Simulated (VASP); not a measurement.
Set up this calculation in VASP 6.6.1, as the native input.

```yaml
Task: single point
Functional: PBEsol
Potentials_or_basis: VASP PAW PBE potentials, release 64 (Te)
Cutoff: 900 eV
k_mesh: 9 × 9 × 6
Occupations: gaussian, width 0.1 eV
Spin: no spin polarisation
Further_INCAR_settings: ALGO = Normal; EDIFF = 1e-07
```

The structure of Te lies in POSCAR:

```
Te
1.0
    4.3118200000      0.0000000000      0.0000000000
   -2.1559100000      3.7341400000      0.0000000000
    0.0000000000      0.0000000000      5.9663300000
Te
3
Direct
    0.2846900000      0.0000000000      0.3333300000
    1.0000000000      0.2846900000      0.6666700000
    0.7153100000      0.7153100000      0.0000000000
```

One way to write it, as run:

INCAR

```
SYSTEM = Te
  PREC = Accurate
  ENCUT = 900
  EDIFF = 1E-7
  ISMEAR = 0
  SIGMA = 0.1
  LREAL = .False.
  LASPH = .True.
  NELM = 80
  ALGO = Normal
  ISIF = 2
  LWAVE = .False.
  LCHARG = .False.
  GGA = PS
```

KPOINTS

```
regular mesh
0
Gamma
  9 9 6
  0 0 0
```

Potentials or basis: VASP PAW PBE potentials, release 64 (Te).

Launch:

```bash
$ cat potpaw_PBE.64/Te/POTCAR > POTCAR
$ mpirun -np 1 vasp_std > vasp.out
```

Results of the run:

The pressure is 0.0 GPa. The band gap on the k mesh is none (metal or under the smearing width).

Caveat: the PAW data sets were made with another functional, which shifts forces and pressure a little.

Wall time 2.8 min on 1 thread of Intel(R) Xeon(R) 6975P-C (Granite Rapids) (shared host), peak memory 0.54 GiB.
